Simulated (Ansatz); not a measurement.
Runs of Ansatz 0.2.0 on CoO. It takes space group I4/mmm (No. 139, tetragonal). Conventional cell: a = 3.016 Å, b = 3.016 Å, c = 4.215 Å, α = 90.00°, β = 90.00°, γ = 90.00°. Around Co (site symmetry 4/mmm) lie 6 O at 2.11 to 2.13 Å. O (site symmetry 4/mmm) is surrounded by 6 Co at 2.11 to 2.13 Å. 

```tsv
spin	U	fixed moment (μB)	gap on the mesh (eV)	pressure (GPa)	moment (μB)
collinear, ferromagnetic start	Co d U = 3 eV	-	0.55	-7.7	3.00
collinear, program default start	Co d U = 3 eV	0	-	-29.2	0.00
collinear, random start	Co d U = 7 eV	-	1.81	(a)	3.00
collinear, random start	Co d U = 3 eV	-	0.55	-7.7	3.00
```

Alike in all rows: task single point; level LDA+U; potentials or basis Ansatz PAW; cell as given; k mesh 9 × 9 × 9; cutoff (eV) 420; smearing gaussian 0.05 eV.

Question: Fill in the values left out.

Answer: (a) -2.1.

Caveats: the magnetic or orbital state may not be the lowest; the PAW data sets come from PBE, with cores solved anew for the run's functional, which leaves a small shift of forces and pressure; odd divisions of the mesh miss points on the zone boundary, where band edges often lie, so the gap on the mesh can be too wide (some runs); a cell with one magnetic atom can't hold antiferromagnetic order, which such compounds often take (some runs); a pressure of tens of GPa on the cell as given is suspect, and the run, the potentials or the cell itself is likely at fault (some runs); the total moment is fixed, so each spin has its own Fermi level (some runs); the thresholds are loose for stress (some runs).

A k mesh can miss the band edges.

Runs at the PBE level aren't shown here.
